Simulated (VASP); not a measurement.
Write the native input for VASP 6.6.1 that does the following.

* Task: dielectric tensor
* Functional: PBE
* Potentials or basis: VASP PAW PBE potentials, release 64 (Sn_d, S)
* Cutoff: 600 eV
* k mesh: 15 × 15 × 8
* Occupations: gaussian, width 0.03 eV
* Spin: no spin polarisation
* Monkhorst-Pack mesh: no
* Further INCAR settings: ALGO = Fast; EDIFF = 1e-08

The structure of SnS2 (Berndtite-2T) lies in POSCAR:

```
SnS2                                    
1.0
    3.6898482899     -0.0000000000     -0.0000000000
   -1.8449241450      3.1955023552      0.0000000000
    0.0000000000     -0.0000000000      6.2509804787
  Sn              S             
     1     2
Direct
     0.0000000000000000    0.0000000000000000    0.0000000000000000
     0.3333333332999970    0.6666666667000030    0.2365239622456118
     0.6666666667000030    0.3333333332999970    0.7634760377543884
```

These files were run (other wordings do the same):

INCAR

```
SYSTEM = SnS2
ALGO = Fast ; EDIFF = 1E-8
ENCUT = 600 ; GGA = PE
ISIF = 2 ; ISMEAR = 0
KPAR = 2 ; LASPH = .True.
LCHARG = .False. ; LEPSILON = .True.
LREAL = .False. ; LWAVE = .False.
NELM = 80 ; PREC = Accurate
SIGMA = 0.03
```

KPOINTS

```
k-points
0
Gamma
  15 15 8
  0 0 0
```

Potentials or basis: VASP PAW PBE potentials, release 64 (Sn_d, S).

Run with:

```console
$ cat potpaw_PBE.64/Sn_d/POTCAR potpaw_PBE.64/S/POTCAR > POTCAR
$ mpirun -np 2 vasp_std > vasp.out
```

Results of the run:

```
Band gap on the k mesh                  : 1.50 eV, indirect (least direct gap 1.82 eV)
Electronic dielectric tensor (diagonal) : 7.89, 7.89, 4.75
Born charges (mean of the diagonal)     : Sn +3.78; S -1.89 e
```

Caveat: spin-orbit coupling is left out, which moves the levels of the heavy elements; an odd mesh through Γ misses points on the zone boundary, where band edges often lie.

Run time: 43 min on 2 MPI ranks on Intel(R) Xeon(R) Platinum 8259CL CPU @ 2.50GHz (Skylake/Cascade Lake), on a shared host, peak memory 1.6 GiB a rank.
